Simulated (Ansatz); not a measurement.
The system is CoO.

```
Co O
1.0
     1.50547    0.86918    2.43993
    -1.50547    0.86918    2.43993
     0.00000   -1.73837    2.43993
Co O
1 1
Direct
  0.00000 0.00000 0.00000
  0.50000 0.50000 0.50000
```

The cell is a database's computed one.

* Program: Ansatz 0.2.0
* Task: relaxation of cell and atoms
* Functional: RPBE
* Potentials or basis: Ansatz PAW
* Cutoff: 420 eV (not typed: the program's choice for these potentials)
* k mesh: 11 × 11 × 11
* Occupations: fermi-dirac, width 0.05 eV
* Spin: collinear spin, ferromagnetic start
* Starting moments: [2.0, 0.0] μB

At the start: volume 9.58 Å³/atom.

How do energy, volume and symmetry change on relaxing?

It ends after 10 steps and the volume is 9.89 Å³/atom (+3.2 %); space group R-3m (No. 166, to 0.05 Å); moment 2.97 μB per cell.

The path:
```
step  energy change (eV)  largest force (eV/Å)  volume (Å³)
   1              0.0000                0.0000        19.16
   2             -0.0084                0.0000        19.50
   3             -0.0103                0.0000        19.83
   4             -0.0105                0.0000        19.84
   5             -0.0119                0.0000        19.81
   6             -0.0126                0.0000        19.77
   7             -0.0126                0.0000        19.77
   8             -0.0167                0.0000        19.77
   9             -0.0168                0.0000        19.78
  10             -0.0169                0.0000        19.78
```

Final structure:
```
Co O
1.0
     1.55366    0.89700    2.36527
    -1.55366    0.89700    2.36527
     0.00000   -1.79401    2.36527
Co O
1 1
Direct
  0.00000 0.00000 0.00000
  0.50000 0.50000 0.50000
```

Caveat: the plane-wave basis is chosen anew once the cell has moved, so the energies of steps on either side of that aren't comparable; the pressure holds a Pulay correction of +0.7 GPa for the finite cutoff; a cell with one magnetic atom can't hold antiferromagnetic order, which such compounds often take; the PAW data sets come from PBE, with cores solved anew for the run's functional, which leaves a small shift of forces and pressure.
